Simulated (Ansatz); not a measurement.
**Nuclear-site quantities of CdS as the cell is scaled**

```
Cd S
1.0
     0.00000    2.94295    2.94295
     2.94295    0.00000    2.94295
     2.94295    2.94295    0.00000
Cd S
1 1
Cartesian
  0.0000 0.0000 0.0000
  4.4144 4.4144 4.4144
```

Atom numbers follow the list: Cd1, S2.

The cell is the one relaxed in the Materials Project (mp-2469), not relaxed further here; entries there can be hypothetical.

The calculation used DFT, PBE, all-electron PAW with datasets made for the crystal, scalar-relativistic in Ansatz 0.2.0.

The runs use a Γ-centred 7×7×7 k mesh, Fermi–Dirac smearing of 0.02 eV, cutoff 260 eV (chosen by the program for this cell), no spin polarisation.

The contact density is the mean electron density over the nuclear volume; its changes follow the s electrons' response to bonding and compression. Changes below are taken from the unscaled cell, where it is 1.03588e+06 e/Å³ at Cd1, 19784.8 e/Å³ at S2.

Volumes at which the program chose other datasets or cutoffs are left out.

```json
{"V/V(cell)": "0.9400", "P (GPa)": "5.4", "Δρ(0) Cd1 (e/Å³)": "?", "Δρ(0) S2 (e/Å³)": "-0.66"}
{"V/V(cell)": "0.9600", "P (GPa)": "3.8", "Δρ(0) Cd1 (e/Å³)": "1.77", "Δρ(0) S2 (e/Å³)": "?"}
{"V/V(cell)": "0.9800", "P (GPa)": "2.4", "Δρ(0) Cd1 (e/Å³)": "0.84", "Δρ(0) S2 (e/Å³)": "-0.22"}
{"V/V(cell)": "0.9900", "P (GPa)": "1.8", "Δρ(0) Cd1 (e/Å³)": "?", "Δρ(0) S2 (e/Å³)": "-0.11"}
{"V/V(cell)": "1.0000", "P (GPa)": "1.2", "Δρ(0) Cd1 (e/Å³)": "0.00", "Δρ(0) S2 (e/Å³)": "0.00"}
```

(1) What belongs in the row "0.9400", column "Δρ(0) Cd1 (e/Å³)"?

(2) What belongs in the row "0.9600", column "Δρ(0) S2 (e/Å³)"?

(3) Fill in "Δρ(0) Cd1 (e/Å³)" for the row "0.9900".

The datasets are made afresh for each cell, so very small changes are uncertain.

## Answers

(1) 2.80.

(2) -0.44.

(3) 0.41.
